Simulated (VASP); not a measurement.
**A VASP 6.6.1 single-point calculation on HgTe**

INCAR

```
LREAL = .FALSE.
NSW = 0
ISIF = 2
LCHARG = .FALSE.
PREC = Accurate
NBANDS = 10
NELM = 120
EDIFF = 1E-7
LWAVE = .FALSE.
SIGMA = 0.02
ISMEAR = -1
GGA = PE
ENCUT = 250
IBRION = -1
LASPH = .TRUE.
```

KPOINTS

```
KPOINTS created by Atomic Simulation Environment
0
Gamma
6 6 6
0 0 0
```

POSCAR

```
Hg Te
 1.0000000000000000
     0.0000000000000000    3.1575915708000002    3.1575915708000002
     3.1575915708000002    0.0000000000000000    3.1575915708000002
     3.1575915708000002    3.1575915708000002    0.0000000000000000
 Hg  Te
   1   1
Cartesian
  0.0000000000000000  0.0000000000000000  0.0000000000000000
  1.5787957854000001  1.5787957854000001  1.5787957854000001
```

The recommended PBE PAW datasets give the neutral cell 18 valence electrons.

Command

```
mpirun -np 1 vasp_std
```

**Question.** Predict the outcome of this run.

**Answer.** It converged. Results: gap between bands v and c on the k mesh 0.00 eV; least direct gap on the k mesh 0.00 eV; pressure 8.1 GPa. Band v is the last that the valence electrons fill when counted band by band, and c is the next.

OSZICAR

```
N       E                     dE             d eps       ncg     rms          rms(c)
DAV:   1     0.700494279245E+02    0.70049E+02   -0.56508E+03   340   0.846E+02
DAV:   2    -0.444762547090E+00   -0.70494E+02   -0.69341E+02   356   0.242E+02
DAV:   3    -0.358907884628E+01   -0.31443E+01   -0.31374E+01   356   0.503E+01
DAV:   4    -0.363024414036E+01   -0.41165E-01   -0.41146E-01   418   0.553E+00
DAV:   5    -0.363065430941E+01   -0.41017E-03   -0.41014E-03   354   0.377E-01    0.906E+00
DAV:   6    -0.341585110403E+01    0.21480E+00   -0.66474E-01   330   0.134E+01    0.694E+00
DAV:   7    -0.340591193092E+01    0.99392E-02   -0.16682E-01   326   0.383E+00    0.242E+00
DAV:   8    -0.340398853574E+01    0.19234E-02   -0.18120E-02   344   0.215E+00    0.769E-01
DAV:   9    -0.340397327502E+01    0.15261E-04   -0.12694E-03   336   0.527E-01    0.202E-01
DAV:  10    -0.340398332708E+01   -0.10052E-04   -0.17747E-04   364   0.148E-01    0.446E-02
DAV:  11    -0.340399919471E+01   -0.15868E-04   -0.72069E-05   330   0.107E-01    0.417E-02
DAV:  12    -0.340399644510E+01    0.27496E-05   -0.10184E-05   342   0.499E-02    0.209E-02
DAV:  13    -0.340399599759E+01    0.44751E-06   -0.34254E-06   348   0.163E-02    0.998E-03
DAV:  14    -0.340399624509E+01   -0.24750E-06   -0.40409E-07   332   0.557E-03    0.354E-03
DAV:  15    -0.340399638192E+01   -0.13683E-06   -0.28299E-08   160   0.183E-03    0.196E-03
DAV:  16    -0.340399636413E+01    0.17785E-07   -0.15239E-08   160   0.106E-03
   1 F= -.34039964E+01 E0= -.34038196E+01  d E =-.353620E-03
```

Standard output (part)

```
POSCAR found type information on POSCAR HgTe
 POSCAR found :  2 types and       2 ions
 LDA part: xc-table for (Slater+PW92), standard interpolation
 POSCAR, INCAR and KPOINTS ok, starting setup
 WAVECAR not read
 entering main loop
|     Your highest band is occupied at some k-points! Unless you are          |
|     performing a calculation for an insulator or semiconductor, without     |
|     unoccupied bands, you have included TOO FEW BANDS!! Please increase     |
|     the parameter NBANDS in file INCAR to ensure that the highest band      |
|     is unoccupied at all k-points. It is always recommended to include      |
|     a few unoccupied bands to accelerate the convergence of                 |
|     molecular-dynamics runs (even for insulators or semiconductors),        |
|     since the presence of unoccupied bands improves wavefunction            |
|     prediction and helps to suppress 'band-crossings'.                      |
```

For comparison, a separate PBE run of the intended cell, on usual settings and not on those above, gives a gap of 0.00 eV on its mesh and a pressure of 8.1 GPa.
